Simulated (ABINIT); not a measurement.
Runs of ABINIT 10.8.3 (patched build) on CaO. It takes space group Fm-3m (No. 225, cubic). Conventional cell: a = 4.807 Å, b = 4.807 Å, c = 4.807 Å, α = 90.00°, β = 90.00°, γ = 90.00°. Around Ca (site symmetry m-3m) lie 6 O at 2.40 Å. Around O (site symmetry m-3m) lie 6 Ca at 2.40 Å. The cell is a database's computed one.

| task | level | potentials or basis | k mesh | cutoff (eV) | fine-grid cutoff | most SCF steps | thinning of the exchange mesh (fockdownsampling) | gap on the mesh (eV) | pressure (GPa) | V0 of scaled cells (Å³/atom) | B0 (GPa) |
| --- | --- | --- | --- | --- | --- | --- | --- | --- | --- | --- | --- |
| equation of state | revPBE+D3 | JTH PAW PBE v2.0 | 10 × 10 × 10 | 626 | 1224.51 eV | - | - | - | - | (a) | (c) |
| band structure | PBE | SG15 NC PBE v1.2 | 10 × 10 × 10 | 1143 | - | - | - | 3.65 | 1.5 | - | - |
| band structure | RPBE | JTH PAW PBE v2.0 | 10 × 10 × 10 | 626 | 1224.51 eV | - | - | 3.76 | 5.2 | - | - |
| equation of state | BP86 | JTH PAW PBE v2.0 | 10 × 10 × 10 | 626 | 1224.51 eV | - | - | - | - | 14.03 | 107 |
| equation of state | rPW86PBE | JTH PAW PBE v2.0 | 10 × 10 × 10 | 626 | 1224.51 eV | - | - | - | - | 14.37 | 104 |
| equation of state | BLYP+D3(BJ) | JTH PAW PBE v2.0 | 10 × 10 × 10 | 626 | 1224.51 eV | - | - | - | - | 13.50 | 117 |
| equation of state | PBE+D3 | JTH PAW PBE v2.0 | 10 × 10 × 10 | 626 | 1224.51 eV | - | - | - | - | 13.75 | 111 |
| single point | PBE0 | SPMS NC PBE v1.0 | 8 × 8 × 8 | 789 | - | 60 | 2 × 2 × 2 | 6.02 | - | - | - |
| band structure | BLYP | JTH PAW PBE v2.0 | 10 × 10 × 10 | 626 | 1224.51 eV | - | - | (b) | 4.1 | - | - |
| single point | PBEsol | JTH PAW PBE v2.0 | 8 × 8 × 8 | 626 | 1224.51 eV | - | - | 3.55 | -2.8 | - | - |
| single point | PBEsol | JTH PAW PBE v2.0 | 13 × 13 × 13 | 626 | 1224.51 eV | - | - | 3.58 | -2.8 | - | - |
| single point | PBEsol | JTH PAW PBE v2.0 | 6 × 6 × 6 | 626 | 1224.51 eV | - | - | 3.55 | -2.8 | - | - |

Alike in all rows: no spin polarisation; cell as given; smearing fermi-dirac 0.05 eV.

Question: Fill in the values left out.

Answer: (a) 13.84; (b) 3.75; (c) 103.

Caveats: the PAW data sets were made with another functional, which shifts forces and pressure a little (some runs); pressures at fixed basis lie under the slope of the energies (some runs); the potentials were made for another functional, which shifts forces and pressure (some runs); an odd mesh through Γ misses points on the zone boundary, where band edges often lie (some runs).

Not every run made on this cell is shown here.
